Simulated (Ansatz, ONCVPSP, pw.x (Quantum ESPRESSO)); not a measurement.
pw.x on bcc Cl: one setting changed

Potential: optimised norm-conserving Vanderbilt (ONCV), ONCVPSP 4.0.1.1 (patched build), PBE; core [Ne], reference 3s2 3p5; waves: 3s: rc 1.20 bohr, ncon 4, nbas 9, qcut 6.4 1/bohr, 2 projectors, debl 2.4 Ha; 3p: rc 1.50 bohr, ncon 3, nbas 6, qcut 6.5 1/bohr, 2 projectors, debl 3.4 Ha; d scattering state at 0.05 Ha: rc 1.55 bohr, ncon 3, nbas 6, qcut 5.7 1/bohr, 1 projector; local part: polynomial inside 1.05 bohr (lpopt 3, dvloc0 -1 Ha); core correction: Teter function, fcfact 6.5, rcfact 1.55.

The reference run (k-mesh 13³, cutoffs 50/200 Ry, Fermi–Dirac 0.01 Ry, mixing_beta 0.4, conv_thr 1e-9, no spin) gives -0.17 GPa at 21.926 Å³/atom, where all-electron LAPW gives -0.18 GPa. This run, with its own iteration cap, changes mixing_mode to local-TF.

```
&control
  calculation='scf', prefix='x', pseudo_dir='./', outdir='./tmp', tstress=.true., disk_io='none'
/
&system
  ibrav=0, nat=1, ntyp=1, ecutwfc=50, ecutrho=200, nbnd=11,
  occupations='smearing', smearing='fd', degauss=0.01
/
&electrons
  conv_thr=1e-09, mixing_beta=0.4, electron_maxstep=60, mixing_mode='local-TF'
/
ATOMIC_SPECIES
Cl 1.0 Cl.UPF
CELL_PARAMETERS angstrom
  -1.76319281 1.76319281 1.76319281
  1.76319281 -1.76319281 1.76319281
  1.76319281 1.76319281 -1.76319281
ATOMIC_POSITIONS crystal
Cl 0.0000 0.0000 0.0000
K_POINTS automatic
13 13 13 0 0 0
```

```bash
pw.x < Cl.scf.in > Cl.scf.out
```

How does the run end?

It converges in 6 iterations; the free energy moves by +0.0 meV/atom and the pressure by +0.00 GPa. The result is that of the reference run.

```
Message from routine setup:
     using ibrav=0 with symmetry is DISCOURAGED, use correct ibrav instead
     lattice parameter (alat)  =       5.7711  a.u.
     unit-cell volume          =     147.9640 (a.u.)^3
     number of electrons       =         7.00
     number of Kohn-Sham states=           11
     kinetic-energy cutoff     =      50.0000  Ry
     charge density cutoff     =     200.0000  Ry
     scf convergence threshold =      1.0E-09
     Exchange-correlation= PBE
     number of k points=    84  Fermi-Dirac smearing, width (Ry)=  0.0100
     iteration #  1     ecut=    50.00 Ry     beta= 0.40
     total energy              =     -34.11179520 Ry
     estimated scf accuracy    <       0.00018762 Ry
     iteration #  2     ecut=    50.00 Ry     beta= 0.40
     total energy              =     -34.11181486 Ry
     estimated scf accuracy    <       0.00008819 Ry
     iteration #  3     ecut=    50.00 Ry     beta= 0.40
     total energy              =     -34.11182964 Ry
     estimated scf accuracy    <       0.00000040 Ry
     iteration #  4     ecut=    50.00 Ry     beta= 0.40
     total energy              =     -34.11182985 Ry
     estimated scf accuracy    <       0.00000020 Ry
     iteration #  5     ecut=    50.00 Ry     beta= 0.40
     total energy              =     -34.11182989 Ry
     estimated scf accuracy    <          3.9E-09 Ry
     iteration #  6     ecut=    50.00 Ry     beta= 0.40
     the Fermi energy is     2.8516 ev
!    total energy              =     -34.11182989 Ry
     estimated scf accuracy    <          3.0E-10 Ry
     smearing contrib. (-TS)   =      -0.00837296 Ry
     The total energy is F=E-TS. E is the sum of the following terms:
     one-electron contribution =      -0.43549816 Ry
     hartree contribution      =       3.60777176 Ry
     xc contribution           =     -10.51627162 Ry
     ewald contribution        =     -26.75945891 Ry
     convergence has been achieved in   6 iterations
          total   stress  (Ry/bohr**3)                   (kbar)     P=       -1.69
     Message from routine punch:
     Nothing written, as per user request (disk_io='none')
```

The run took about 5.9 s on one core of a shared host (Intel(R) Xeon(R) Platinum 8375C CPU @ 2.90GHz, 128 threads, 992 GiB, load 82).
